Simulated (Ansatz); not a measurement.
Crystal: Ni.

```xyz
2
Lattice="2.4480 0.0000 0.0000 -1.2240 2.1201 0.0000 0.0000 0.0000 4.0728" Properties=species:S:1:pos:R:3 pbc="T T T"
Ni    1.2240    0.7067    3.0546
Ni    0.0000    1.4134    1.0182
```

This isn't the form of Ni at room conditions, which is fcc.

Base run:

| Item | Value |
| --- | --- |
| Program | Ansatz 0.2.0 |
| Functional | PBE |
| Potentials or basis | Ansatz PAW |
| Cutoff | 420 eV (not typed: the program's choice for these potentials) |
| k mesh | 12 × 12 × 7 |
| Occupations | fermi-dirac, width 0.05 eV |
| Spin | no spin polarisation |

Its results: band gap on the k mesh none (metal or under the smearing width); pressure 6.0 GPa.

Problem. The run is repeated on the same cell with these changes: spin from no spin polarisation to collinear spin, antiferromagnetic start. What comes out?

Solution. Band gap on the k mesh none (metal or under the smearing width); pressure 7.3 GPa; net moment -1.30 μB per cell; site moments Ni -0.69 μB.

Caveats: the starting moments weren't kept (some runs).
